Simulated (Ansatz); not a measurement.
This log comes from Ansatz, run on Cu2O (started from an entry of an open crystallographic database). The cell was relaxed beforehand with PBEsol.

Structure:
```xyz
6
Lattice="4.2227 0.0000 0.0000 0.0000 4.2227 0.0000 0.0000 0.0000 4.2227" Properties=species:S:1:pos:R:3 pbc="T T T"
Cu    1.0557    1.0557    1.0557
Cu    1.0557    3.1670    3.1670
Cu    3.1670    3.1670    1.0557
Cu    3.1670    1.0557    3.1670
O     0.0000    0.0000    0.0000
O     2.1113    2.1113    2.1113
```

Output, abridged:
```
Functional definition: PBEsol
Crystal: 6 atoms, lattice volume = 75.295 Å³
Basis set: ecut = 420 eV, 1419 PW (Γ)
Bands: 53, of which v1, the nominal top of the filled ones, is band 44 counted from 1 (43 counted from 0)
Symmetry: 48 space group operations
k-points: 68 of 216 (irreducible under 2 space group operations, time reversal used)
preconditioner: auto → Resta (q_TF=auto, 2.800 Å⁻¹)  ε∞=11.1  [insulator: Δε(μ)=0.555 eV  ℏωp=32.0 eV]
WARN: field response: ε∞ stands inside a basis, on 10×10×10 points; the force constants stand on the 6×6×6 k-mesh, whose period is 8.21 times the interband length at k = (0.0000, 0.0000, 0.0000), direct gap 0.560 eV, under 14 […]
Free energy (F): -27473.943974 eV
Fermi energy:    11.294821 eV
--- Per-component energies (eV) ---
  E_band       = -1807.863538
  E_kinetic    = 1545.058657
  E_local      = -19548.324685
  E_nonlocal   = 1683.034916
  E_hartree    = 8521.448978
  E_xc         = -494.743237
  E_vxc        = -639.265941
  E_paw        = -6822.808965
  E_vpaw       = -1891.270440
  E_ewald      = -12358.510734
  E_core_change = 0.895385
--- Phonons (Γ-DFPT): 2 representative perturbations + reference, on 68 of 216 k-points ---
  Γ frequencies (cm⁻¹): 0.00 0.00 0.00 68.06 68.06 68.06 83.99 83.99 146.17 146.17 146.17 358.90 532.08 532.08 532.08 651.20 651.20 651.20
  ε∞ (high-frequency dielectric tensor):
        9.744678     0.000000     0.000000
        0.000000     9.744678     0.000000
        0.000000     0.000000     9.744678
  ε⁰ (static dielectric tensor: ions relaxed, cell fixed):
       10.669390     0.000000     0.000000
        0.000000    10.669390     0.000000
        0.000000     0.000000    10.669390
  ε⁰ − ε∞ (ionic part):
        0.924711     0.000000     0.000000
        0.000000     0.924711     0.000000
        0.000000     0.000000     0.924711
  Born effective charges Z* (e; rows j = field, columns β = displacement):
    site 0:
         0.83166    0.39177    0.39177
         0.39177    0.83166    0.39177
         0.39177    0.39177    0.83166
    site 1:
         0.83166   -0.39177   -0.39177
        -0.39177    0.83166    0.39177
        -0.39177    0.39177    0.83166
    site 2:
         0.83166    0.39177   -0.39177
         0.39177    0.83166   -0.39177
        -0.39177   -0.39177    0.83166
    site 3:
         0.83166   -0.39177    0.39177
        -0.39177    0.83166   -0.39177
         0.39177   -0.39177    0.83166
    site 4:
        -1.66331    0.00000    0.00000
         0.00000   -1.66331    0.00000
         0.00000    0.00000   -1.66331
    site 5:
        -1.66331    0.00000    0.00000
         0.00000   -1.66331    0.00000
         0.00000    0.00000   -1.66331
  ε∞ is read to err by 4.8e-2, Z* by 2.0e-2 e
  optical modes at Γ without the LO–TO term, one row a degenerate level:
      ω (cm⁻¹)  modes    IR ((D/Å)²/amu)
         68.06      3             0.0000
         83.99      2             0.0000
        146.17      3             0.7026
        358.90      1             0.0000
        532.08      3             0.0000
        651.20      3            27.5850
  optical modes at Γ + LO–TO along q̂ = [1.0000, 0.0000, 0.0000]:
      ω (cm⁻¹)  modes    IR ((D/Å)²/amu)
         68.06      3             0.0000
         83.99      2             0.0000
        146.17      2             0.4684
        148.34      1             0.2059
        358.90      1             0.0000
        532.08      3             0.0000
        651.20      2            18.3900
        671.44      1             9.2233
  optical modes at Γ + LO–TO along q̂ = [0.0000, 1.0000, 0.0000]: as above
  optical modes at Γ + LO–TO along q̂ = [0.0000, 0.0000, 1.0000]: as above
```

Task: Write the input file that gave this output.

Result:
```yaml
crystal:
  # lattice and atoms as above
kpoints:
  mp_grid: { grid: [6, 6, 6] }
hamiltonian:
  xc: pbesol
scf:
  occupations: { method: fixed }
phonons:
  method: dfpt
  dielectric: true
  qpoints: [[0, 0, 0]]
  rigid_motions: translations
```
Frequencies at Γ with ε∞ and Born charges come from phonons by dfpt with dielectric on. Not every key shows in the log; this is the file that was used.

The log's warnings on the mesh tell which of these values aren't settled.

Command: `ansatz run input.yaml --threads 4 --pin off --max-ram 7372MiB --backend cpu --events-out ev --progress --plain --runs-dir out`. Wall time 53 s on 4 threads of Arm Neoverse V2, on a shared host; peak host memory 1.4 GiB.

Spin-unpolarised throughout; all numbers are computed.
